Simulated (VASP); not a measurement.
A run of VASP 6.6.1:

Contents of INCAR:

```
SYSTEM = KMgF3
PREC = Accurate
ENCUT = 500
EDIFF = 1E-8
ISMEAR = -1
SIGMA = 0.02
LREAL = .FALSE.
LASPH = .TRUE.
NELM = 80
ALGO = Normal
ISIF = 2
LWAVE = .FALSE.
LCHARG = .FALSE.
GGA = RP
IVDW = 11
LEPSILON = .TRUE.
```

File KMgF3.cif:

```cif
data_KMgF3
_cell_length_a 3.98590000
_cell_length_b 3.98590000
_cell_length_c 3.98590000
_cell_angle_alpha 90.00000000
_cell_angle_beta 90.00000000
_cell_angle_gamma 90.00000000
_space_group_name_H-M_alt 'Pm-3m'
_space_group_name_Hall '-P 4 2 3'
_space_group_IT_number 221
loop_
_space_group_symop_operation_xyz
'x,y,z'
'-x,-y,-z'
'-y,x,z'
'y,-x,-z'
'-x,-y,z'
'x,y,-z'
'y,-x,z'
'-y,x,-z'
'x,-y,-z'
'-x,y,z'
'-y,-x,-z'
'y,x,z'
'-x,y,-z'
'x,-y,z'
'y,x,-z'
'-y,-x,z'
'z,x,y'
'-z,-x,-y'
'z,-y,x'
'-z,y,-x'
'z,-x,-y'
'-z,x,y'
'z,y,-x'
'-z,-y,x'
'-z,x,-y'
'z,-x,y'
'-z,-y,-x'
'z,y,x'
'-z,-x,y'
'z,x,-y'
'-z,y,x'
'z,-y,-x'
'y,z,x'
'-y,-z,-x'
'x,z,-y'
'-x,-z,y'
'-y,z,-x'
'y,-z,x'
'-x,z,y'
'x,-z,-y'
'-y,-z,x'
'y,z,-x'
'-x,-z,-y'
'x,z,y'
'y,-z,-x'
'-y,z,x'
'x,-z,y'
'-x,z,-y'
loop_
_atom_site_label
_atom_site_type_symbol
_atom_site_symmetry_multiplicity
_atom_site_Wyckoff_symbol
_atom_site_fract_x
_atom_site_fract_y
_atom_site_fract_z
_atom_site_occupancy
K1 K 1 b 0.5000000000 0.5000000000 0.5000000000 1
Mg1 Mg 1 a 0.0000000000 0.0000000000 0.0000000000 1
F1 F 3 d 0.0000000000 0.0000000000 0.5000000000 1
```

File KPOINTS:

```
regular mesh
0
G
  7 7 7
  0 0 0
```

File POSCAR:

```
K  Mg F 
 1.0000000000000000
     3.9859000000000000    0.0000000000000000    0.0000000000000000
     0.0000000000000000    3.9859000000000000    0.0000000000000000
     0.0000000000000000    0.0000000000000000    3.9859000000000000
 K   Mg  F  
   1   1   3
Cartesian
  1.9929499999999998  1.9929499999999998  1.9929499999999998
  0.0000000000000000  0.0000000000000000  0.0000000000000000
  0.0000000000000000  0.0000000000000000  1.9929499999999998
  1.9929499999999998  0.0000000000000000  0.0000000000000000
  0.0000000000000000  1.9929499999999998  0.0000000000000000
```

Potentials or basis: VASP PAW PBE potentials, release 64 (K_pv, Mg, F).

The run is started by

```console
$ ase convert -i cif -o vasp KMgF3.cif POSCAR
$ cat potpaw_PBE.64/K_pv/POTCAR potpaw_PBE.64/Mg/POTCAR potpaw_PBE.64/F/POTCAR > POTCAR
$ mpirun -np 1 vasp_std > vasp.out
```

Hardware: 1 thread of Intel(R) Xeon(R) 6975P-C (Granite Rapids) (shared host).

Q: How long does it take, and how much memory?

A: Run time: 110 s on 1 thread of Intel(R) Xeon(R) 6975P-C (Granite Rapids), with other jobs on the host, peak memory 0.29 GiB. Counts: scf iterations 106, k points 20.
